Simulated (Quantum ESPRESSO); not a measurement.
A run of Quantum ESPRESSO 7.5 is set up as follows.

pw.in

```
&CONTROL
  calculation = 'vc-relax'
  prefix = 'pwscf'
  outdir = './tmp'
  pseudo_dir = './pseudo'
  tprnfor = .true.
  tstress = .true.
  disk_io = 'low'
  nstep = 40
  forc_conv_thr = 0.0004
  etot_conv_thr = 1d-05
/
&SYSTEM
  ibrav = 0
  A = 2.95
  nat = 2
  ntyp = 1
  ecutwfc = 84
  nbnd = 19
  input_dft = 'pbesol'
  occupations = 'smearing'
  smearing = 'fd'
  degauss = 0.00367493
/
&ELECTRONS
  conv_thr = 4d-10
  electron_maxstep = 120
  mixing_beta = 0.5
/
&IONS
  ion_dynamics = 'bfgs'
/
&CELL
  cell_dynamics = 'bfgs'
  press = 0
  press_conv_thr = 0.3
/
ATOMIC_SPECIES
Ti    47.8670 Ti.upf
CELL_PARAMETERS alat
   1.0000000000    0.0000000000    0.0000000000
  -0.5000000000    0.8660254038    0.0000000000
   0.0000000000    0.0000000000    1.5864406780
ATOMIC_POSITIONS alat
Ti     0.5000000000    0.2886751346    1.1898305085
Ti     0.0000000000    0.5773502692    0.3966101695
K_POINTS automatic
10 10 6 0 0 0
```

Potentials or basis: PseudoDojo 0.4.1 SR PBE standard.

Command:

```console
$ OMP_NUM_THREADS=1 pw.x -in pw.in > pw.out
```

**Question.** Predict the relaxed volume.

**Answer.** 16.77 Å³/atom.

**Question.** Predict the relaxed cell.

**Answer.** a = 2.907 Å, b = 2.907 Å, c = 4.585 Å, α = 90.00°, β = 90.00°, γ = 120.00°.

Final structure:
```
Ti
1.0
     2.90659    0.00000    0.00000
    -1.45330    2.51718    0.00000
     0.00000    0.00000    4.58459
Ti
2
Direct
  0.66667 0.33333 0.75000
  0.33333 0.66667 0.25000
```

Caveat: the potentials were made for another functional, which shifts forces and pressure.
